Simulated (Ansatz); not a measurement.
# In (Im-3m) in Ansatz: a series of runs

The runs below take In through band structure, with LDA, PBEsol.

Everything below comes from runs of Ansatz 0.2.0. Logs are shortened: lines on timing, memory, paths and dates and some standing lists are left out, and cuts for length are marked.

### Step 1. Starting point

It takes space group Im-3m (No. 229, cubic). The conventional cell has a = 3.765 Å, b = 3.765 Å, c = 3.765 Å, α = 90.00°, β = 90.00°, γ = 90.00°. In (site symmetry m-3m) is surrounded by 8 In at 3.26 Å.

This isn't the form of In at room conditions, which is tetragonal.

### Step 2. Band structure, LDA

Input file input.yaml:

```yaml
crystal:
  lattice:
    - [-1.88252524, 1.88252524, 1.88252524]
    - [1.88252524, -1.88252524, 1.88252524]
    - [1.88252524, 1.88252524, -1.88252524]
  atoms:
    - { symbol: In, position: [0.0, 0.0, 0.0] }
kpoints:
  mp_grid: { grid: [10, 10, 10] }
  band_path:
    path:
      - [0.0, 0.0, 0.0]
      - [0.5, -0.5, 0.5]
      - [0.0, 0.0, 0.5]
      - [0.0, 0.0, 0.0]
      - [0.25, 0.25, 0.25]
      - [0.5, -0.5, 0.5]
    npoints: 6
scf:
  occupations: { method: fermi_dirac, width: 0.05 }
hamiltonian:
  xc: lda
  pseudopotentials: { kind: all_electron, lapw: { basis_error: 0.001 } }
output:
  forces: true
  stress: true
  eigenvalues: true
```

Potentials or basis: all-electron LAPW, scalar-relativistic.

The run is started by

```sh
> ansatz run input.yaml --threads 1 --pin off --max-ram 3072MiB --backend cpu --events-out ev --progress --plain --runs-dir out
```

Log:

```text
Warning: RAYON_NUM_THREADS=1 ignored (pool sized by the plan → 1); use --threads N
LAPW: plane waves up to 6.834 Å⁻¹, error target 1.0e-3 eV per atom; small_component_spin mean_spin; In in spheres of 1.630 Å, 21 of its electrons in bands, Dirac shells [] (how accurate: hamiltonian.pseudopotentials.lapw.basis_error, Limitations)
Engine: ansatz 0.2.0, x86_64-unknown-linux-gnu
Pseudopotentials: kind: all_electron
Pseudopotential: In, LAPW, valence charge 21, lapw/all_electron/scalar/gaussian/In, Koelling and Harmon's equation, gaussian nucleus
Functional definition: SPW92
  exchange = slater_x
  correlation = pw_c
Crystal: 1 atoms, lattice volume = 26.686 Å³
Basis set: ecut = 177.93501014371225 eV, 141 PW (Γ), exchange–correlation at level 2
Bands: 15, of which v1, the nominal top of the filled ones, is band 11 counted from 1 (10 counted from 0)
Symmetry: 48 space group operations
Space group: Im-3m (ITA 229), of the structure as read, at distance tolerance 3.0e-5 Å
k-points: 47 of 1000
Non-local potential: In, projectors of the file, none
Initial density: superposition of atomic densities (chi_scale 0.1, normalization cell)
Initial wavefunctions: plane waves of lowest kinetic energy (no species holds an atomic orbital)
Functional: x = slater, c = lda
iter 1 solved again at ethr=2.55e-5 eV; its pass at ethr=1.00e-1 eV (dr2=5.36e-3 eV) is discarded
SCF iter   1: F=—  HF=-159905.462831 eV  |F-HF|=—  |Δ(HF+E_count)|=         —  Δρ=5.25e-3  dr2=5.41e-3  ethr=2.55e-5  ⟨swp⟩=3.8  Hψ=5171  notcnv=0
preconditioner: auto → Kerker (q_TF=auto, 2.621 Å⁻¹)  [metal: Δε(μ)=0.046 eV  Ē_g=19.327 eV  σ=0.050 eV  W_gap=0.23  n_scr=12 (ndim 8)  ℏωp=25.9 eV  f_vac=0.000  D(μ)=0.74/eV (n_scr^D=0)]
SCF iter   2: F=—  HF=-159905.433092 eV  |F-HF|=—  |Δ(HF+E_count)|=   2.97e-2  Δρ=2.68e-3  dr2=1.67e-3  ethr=2.55e-5  ⟨swp⟩=2.0  Hψ=2026  notcnv=0
SCF iter   3: F=—  HF=-159905.430576 eV  |F-HF|=—  |Δ(HF+E_count)|=   2.52e-3  Δρ=1.78e-3  dr2=8.60e-4  ethr=7.93e-6  ⟨swp⟩=2.0  Hψ=1999  notcnv=0
SCF iter   4: F=—  HF=-159905.430136 eV  |F-HF|=—  |Δ(HF+E_count)|=   4.39e-4  Δρ=7.63e-4  dr2=2.11e-4  ethr=4.09e-6  ⟨swp⟩=2.0  Hψ=2001  notcnv=0
iter 5 solved again at ethr=8.30e-8 eV; its pass at ethr=1.00e-6 eV (dr2=1.74e-5 eV) is discarded
SCF iter   5: F=—  HF=-159905.430190 eV  |F-HF|=—  |Δ(HF+E_count)|=   5.35e-5  Δρ=2.04e-4  dr2=1.74e-5  ethr=8.30e-8  ⟨swp⟩=2.0  Hψ=3387  notcnv=0
SCF iter   6: F=—  HF=-159905.430191 eV  |F-HF|=—  |Δ(HF+E_count)|=   1.37e-6  Δρ=5.51e-5  dr2=6.35e-7  ethr=8.28e-8  ⟨swp⟩=2.0  Hψ=1999  notcnv=0
SCF iter   7: F=-159905.430191 eV  HF=-159905.430191 eV  |F-HF|=6.14e-9  |Δ(HF+E_count)|=   1.44e-7  Δρ=8.96e-6  dr2=1.58e-8  ethr=3.02e-9  ⟨swp⟩=2.0  Hψ=1999  notcnv=0
SCF 1 converged in 7 iterations: F = -159905.430191 eV  dr2 = 1.58e-8
NSCF: frozen V_eff on 31 k-points
SCF converged after 7 iterations
Free energy (F): -159905.430191 eV
Harris-Foulkes:  -159905.430191 eV  (|F-HF|=6.14e-9)
Internal energy: -159905.425094 eV  (E = F + TS)
E sigma→0 (E₀):  -159905.427643 eV
Entropy (-TS):   -0.005097 eV (-5.097 meV/atom)
Fermi energy:    12.751945 eV
--- Per-component energies (eV) ---
  E_band       = -557.775976
  E_kinetic    = 167793.384133
  E_xc         = -4210.192999
  E_electrostatic = -323488.616227  (all electrons and nuclei)
  E_smearing   = -0.005097  (= −TS)
  E_closure    = 0.000000  (closes the sum)
  E_atoms      = -159902.245388  (free atoms, spherical and without spin; not in F)
  Σ components = -159905.430191   (vs F -159905.430191, Δ=0.00e0)
  Basis errors (estimates in eV, not in F): energy 2.4e-4 per atom: plane waves 2.3e-4 (1.2e-4 summed), levels above the bands 1.2e-107, relativity 1.2e-9, radial functions 2.4e-6, core shells 9.9e-10; eigenvalues (radial functions only) 3.8e-5; not estimated: angular momenta, meshes, grids; target (lapw.basis_error) 1.0e-3; muffin-tin radii In 1.630 Å
--- Forces (eV/Å), atoms counted from 1 ---
  atom   1  In    -0.00000000     0.00000000    -0.00000000
  max |Σ_I F_I| component: 4.27e-31 eV/Å
--- Stress (GPa, compression-positive) ---
       -2.836262       0.000000      -0.000000
        0.000000      -2.836262      -0.000000
       -0.000000      -0.000000      -2.836262
  P = ⅓ Tr σ = -2.8363 GPa (-28.363 kbar)
--- Band table (eV; the first three rows and the last of 47) ---
  k-point 0: bands = ["-102.2041", "-60.7919", "-60.7919", "-60.7919", "-1.7131", "-1.7131", "-1.7131", "-1.4432", "-1.4432", "3.4006", "23.5625", "23.5625", "23.5625", "25.8690", "25.8690"]
  k-point 1: bands = ["-102.2040", "-60.7926", "-60.7922", "-60.7919", "-1.7234", "-1.7037", "-1.6732", "-1.4541", "-1.4436", "3.6288", "21.5661", "22.6261", "23.0799", "24.7924", "25.1392"]
  k-point 2: bands = ["-102.2039", "-60.7946", "-60.7930", "-60.7918", "-1.7504", "-1.6903", "-1.5670", "-1.4752", "-1.4445", "4.3214", "18.1495", "21.0722", "21.9852", "23.9479", "24.1950"]
  k-point 46: bands = ["-102.2032", "-60.7983", "-60.7983", "-60.7983", "-1.8144", "-1.8144", "-1.3171", "-1.3171", "-1.3171", "13.5320", "14.0707", "14.0707", "14.0707", "18.2265", "18.2265"]
```

Run time: 5.8 s. Hardware: 1 thread of AMD EPYC 7R13 (Zen 3), shared host; peak memory 0.27 GiB.

What came out:

```yaml
Free_energy: -159905.4302 eV
Pressure: -2.8 GPa
Band_gap_along_the_path: none (metal or under the smearing width)
```

Levels at the corners of the path, in eV from the Fermi level:
| point | band 6 | band 7 | band 8 | band 9 | band 10 | band 11 | band 12 | band 13 | band 14 | band 15 |
| --- | --- | --- | --- | --- | --- | --- | --- | --- | --- | --- |
| Γ | -14.47 | -14.47 | -14.20 | -14.20 | -9.35 | 10.81 | 10.81 | 10.81 | 13.12 | 13.12 |
| H | -14.57 | -14.07 | -14.07 | -14.07 | 0.78 | 1.32 | 1.32 | 1.32 | 5.47 | 5.47 |
| N | -14.50 | -14.21 | -14.20 | -14.03 | -3.92 | -3.00 | 5.82 | 7.33 | 10.17 | 10.20 |
| Γ | -14.47 | -14.47 | -14.20 | -14.20 | -9.35 | 10.81 | 10.81 | 10.81 | 13.12 | 13.12 |
| P | -14.37 | -14.37 | -14.19 | -14.19 | -2.41 | 0.25 | 0.25 | 0.25 | 19.81 | 19.81 |
| H | -14.57 | -14.07 | -14.07 | -14.07 | 0.78 | 1.32 | 1.32 | 1.32 | 5.47 | 5.47 |

Caveat: spin-orbit coupling is left out, which moves the levels of the heavy elements.

### Step 3. Band structure, PBEsol

input.yaml, as its differences from that of step 2:

```diff
@@ -21,3 +21,3 @@
 hamiltonian:
-  xc: lda
+  xc: pbesol
   pseudopotentials: { kind: all_electron, lapw: { basis_error: 0.001 } }
```

Potentials or basis: all-electron LAPW, scalar-relativistic.

The run is started by

```sh
> ansatz run input.yaml --threads 1 --pin off --max-ram 3072MiB --backend cpu --events-out ev --progress --plain --runs-dir out
```

Log:

```text
Warning: RAYON_NUM_THREADS=1 ignored (pool sized by the plan → 1); use --threads N
LAPW: plane waves up to 6.829 Å⁻¹, error target 1.0e-3 eV per atom; small_component_spin mean_spin; In in spheres of 1.630 Å, 21 of its electrons in bands, Dirac shells [] (how accurate: hamiltonian.pseudopotentials.lapw.basis_error, Limitations)
Engine: ansatz 0.2.0, x86_64-unknown-linux-gnu
Pseudopotentials: kind: all_electron
Pseudopotential: In, LAPW, valence charge 21, lapw/all_electron/scalar/gaussian/In, Koelling and Harmon's equation, gaussian nucleus
Functional definition: PBEsol
  exchange = pbesol_x
  correlation = pbesol_c
Crystal: 1 atoms, lattice volume = 26.686 Å³
Basis set: ecut = 177.6934589876832 eV, 141 PW (Γ), exchange–correlation at level 2
Bands: 15, of which v1, the nominal top of the filled ones, is band 11 counted from 1 (10 counted from 0)
Symmetry: 48 space group operations
Space group: Im-3m (ITA 229), of the structure as read, at distance tolerance 3.0e-5 Å
k-points: 47 of 1000
Non-local potential: In, projectors of the file, none
Initial density: superposition of atomic densities (chi_scale 0.1, normalization cell)
Initial wavefunctions: plane waves of lowest kinetic energy (no species holds an atomic orbital)
Functional: x = pbesol(κ = 0.804, μ = 0.12345679012345678), c = pbesol(β = 0.046)
iter 1 solved again at ethr=3.44e-5 eV; its pass at ethr=1.00e-1 eV (dr2=7.22e-3 eV) is discarded
SCF iter   1: F=—  HF=-159973.581130 eV  |F-HF|=—  |Δ(HF+E_count)|=         —  Δρ=5.96e-3  dr2=7.29e-3  ethr=3.44e-5  ⟨swp⟩=3.7  Hψ=5135  notcnv=0
preconditioner: auto → none  [insulator: Δε(μ)=0.255 eV  Ē_g=19.327 eV  σ=0.050 eV  W_gap=0.51  n_scr=12 (ndim 8)  ℏωp=25.9 eV  f_vac=0.000  D(μ)=0.76/eV (n_scr^D=0)  ε∞_Penn≈2.8]
SCF iter   2: F=—  HF=-159973.551454 eV  |F-HF|=—  |Δ(HF+E_count)|=   2.97e-2  Δρ=2.18e-3  dr2=8.80e-4  ethr=3.44e-5  ⟨swp⟩=2.0  Hψ=2024  notcnv=0
SCF iter   3: F=—  HF=-159973.549226 eV  |F-HF|=—  |Δ(HF+E_count)|=   2.23e-3  Δρ=1.07e-3  dr2=2.04e-4  ethr=4.19e-6  ⟨swp⟩=2.0  Hψ=1998  notcnv=0
iter 4 solved again at ethr=8.31e-9 eV; its pass at ethr=9.72e-7 eV (dr2=1.74e-6 eV) is discarded
SCF iter   4: F=—  HF=-159973.549002 eV  |F-HF|=—  |Δ(HF+E_count)|=   2.24e-4  Δρ=1.09e-4  dr2=1.75e-6  ethr=8.31e-9  ⟨swp⟩=2.3  Hψ=3411  notcnv=0
SCF iter   5: F=-159973.549005 eV  HF=-159973.549005 eV  |F-HF|=4.28e-8  |Δ(HF+E_count)|=   2.59e-6  Δρ=1.24e-5  dr2=2.43e-8  ethr=8.31e-9  ⟨swp⟩=2.0  Hψ=1997  notcnv=0
SCF 1 converged in 5 iterations: F = -159973.549005 eV  dr2 = 2.43e-8
NSCF: frozen V_eff on 31 k-points
SCF converged after 5 iterations
Free energy (F): -159973.549005 eV
Harris-Foulkes:  -159973.549005 eV  (|F-HF|=4.28e-8)
Internal energy: -159973.543500 eV  (E = F + TS)
E sigma→0 (E₀):  -159973.546252 eV
Entropy (-TS):   -0.005505 eV (-5.505 meV/atom)
Fermi energy:    12.959488 eV
--- Per-component energies (eV) ---
  E_band       = -555.031869
  E_kinetic    = 167897.313303
  E_xc         = -4279.258744
  E_electrostatic = -323591.598059  (all electrons and nuclei)
  E_smearing   = -0.005505  (= −TS)
  E_closure    = 0.000000  (closes the sum)
  E_atoms      = -159970.595489  (free atoms, spherical and without spin; not in F)
  Σ components = -159973.549005   (vs F -159973.549005, Δ=0.00e0)
  Basis errors (estimates in eV, not in F): energy 2.4e-4 per atom: plane waves 2.3e-4 (1.2e-4 summed), levels above the bands 2.9e-107, relativity 1.6e-8, radial functions 2.1e-6, core shells 9.9e-10; eigenvalues (radial functions only) 3.7e-5; not estimated: angular momenta, meshes, grids; target (lapw.basis_error) 1.0e-3; muffin-tin radii In 1.630 Å
--- Forces (eV/Å), atoms counted from 1 ---
  atom   1  In    -0.00000000    -0.00000000     0.00000000
  max |Σ_I F_I| component: 3.62e-31 eV/Å
--- Stress (GPa, compression-positive) ---
       -1.330630      -0.000000       0.000000
       -0.000000      -1.330630      -0.000000
        0.000000      -0.000000      -1.330630
  P = ⅓ Tr σ = -1.3306 GPa (-13.306 kbar)
--- Band table (eV; the first three rows and the last of 47) ---
  k-point 0: bands = ["-102.2079", "-60.7247", "-60.7247", "-60.7247", "-1.5429", "-1.5429", "-1.5429", "-1.2756", "-1.2756", "3.6128", "23.9115", "23.9115", "23.9115", "25.9553", "25.9553"]
  k-point 1: bands = ["-102.2079", "-60.7255", "-60.7250", "-60.7247", "-1.5532", "-1.5337", "-1.5034", "-1.2864", "-1.2760", "3.8414", "21.8417", "22.9401", "23.3860", "24.9150", "25.2344"]
  k-point 2: bands = ["-102.2078", "-60.7273", "-60.7258", "-60.7247", "-1.5802", "-1.5206", "-1.3981", "-1.3074", "-1.2769", "4.5350", "18.3837", "21.3612", "22.2310", "24.0841", "24.2907"]
  k-point 46: bands = ["-102.2070", "-60.7310", "-60.7310", "-60.7310", "-1.6453", "-1.6453", "-1.1504", "-1.1504", "-1.1504", "13.9030", "14.2843", "14.2843", "14.2843", "18.2813", "18.2813"]
```

Run time: 3.4 s. Hardware: 1 thread of AMD EPYC 7R13 (Zen 3), shared host; peak memory 0.27 GiB.

Results:

| Item | Value |
| --- | --- |
| Free energy | -159973.5490 eV |
| Pressure | -1.3 GPa |
| Band gap along the path | none (metal or under the smearing width) |

Levels at the corners of the path, in eV from the Fermi level:
```tsv
point	band 7	band 8	band 9	band 10	band 11	band 12	band 13	band 14
Γ	-14.50	-14.24	-14.24	-9.35	10.95	10.95	10.95	13.00
H	-14.11	-14.11	-14.11	0.94	1.32	1.32	1.32	5.32
N	-14.25	-14.24	-14.07	-3.86	-3.04	5.89	7.32	10.08
Γ	-14.50	-14.24	-14.24	-9.35	10.95	10.95	10.95	13.00
P	-14.41	-14.23	-14.23	-2.29	0.20	0.20	0.20	19.78
H	-14.11	-14.11	-14.11	0.94	1.32	1.32	1.32	5.32
```

Caveat: spin-orbit coupling is left out, which moves the levels of the heavy elements.
